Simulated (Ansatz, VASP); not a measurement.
Re in VASP and in Ansatz

```
CELL_PARAMETERS angstrom
2.63715 0.00000 0.00000
-1.31858 2.28384 0.00000
0.00000 0.00000 4.21677
ATOMIC_POSITIONS crystal
Re 0.33333 0.66667 0.25000
Re 0.66667 0.33333 0.75000
```

Change from the starting cell: volume scaled by 1.04, PAW files.

Alike in both runs: task electric field gradients; functional PBE; k mesh 18 × 18 × 10; occupations fermi-dirac, width 0.05 eV; no spin polarisation.

|  | VASP | Ansatz |
| --- | --- | --- |
| version | VASP 6.6.1 | Ansatz 0.2.0 |
| potentials or method | VASP PAW PBE potentials, release 64 (Re) | PAW with Ansatz's default frozen-core files, scalar-relativistic |
| plane-wave cutoff (eV) | 520 | 420 |
| valence electrons in the cell | 14 | 30 |

|  | VASP | Ansatz | Ansatz less VASP |
| --- | --- | --- | --- |
| pressure (GPa) | 86.5 | 85.0 | -1.46 |
| largest component of the traceless stress (GPa) | 5.12 | 5.29 | +0.171 |
| Vzz of the field gradient on the site that differs most (V/Å²) | -105.5 | -87.4 | +18.11 |

The two sets of potentials don't hold the same shells in valence. Ansatz warned: «gradients_without_spin_orbit».

Caveats: the cell as given lies far from equilibrium; so large a pressure means that the cell lies far from this level's equilibrium, or that cutoff or potentials fall short (VASP). The runs have no spin-orbit coupling, so splittings on Re are missing.
